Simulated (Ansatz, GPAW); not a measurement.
## Ti: programs and potentials compared

```xyz
2
Lattice="2.9500 0.0000 0.0000 -1.4750 2.5548 0.0000 0.0000 0.0000 4.6800" Properties=species:S:1:pos:R:3 pbc="T T T"
Ti    1.4750    0.8516    3.5100
Ti    0.0000    1.7032    1.1700
```

Alike in all runs: task single point; functional PBE; k mesh 10 × 10 × 6; occupations gaussian, width 0.022 eV; no spin polarisation; no spin-orbit coupling. Pressure is positive in compression and, in plane waves, holds the error of the finite cutoff, which Ansatz's Pulay term estimates and takes out.

```
                        program and potentials  plane-wave cutoff (eV)  notes  pressure (GPa)
                            Ansatz, Ansatz PAW                     420      -           -1.43
Ansatz, all-electron LAPW, scalar-relativistic                       -      -           -1.44
    GPAW, GPAW PAW data sets (gpaw-data 1.2.1)                     600      -           -1.99
```

The pressure spans -1.99 (GPAW, GPAW PAW data sets (gpaw-data 1.2.1)) to -1.43 GPa (Ansatz, Ansatz PAW), with all-electron results at -1.44.

Differences between rows come from potentials, basis sets and numerical settings, since the functional is the same but for its coding. Runs on potential files found faulty are left out.
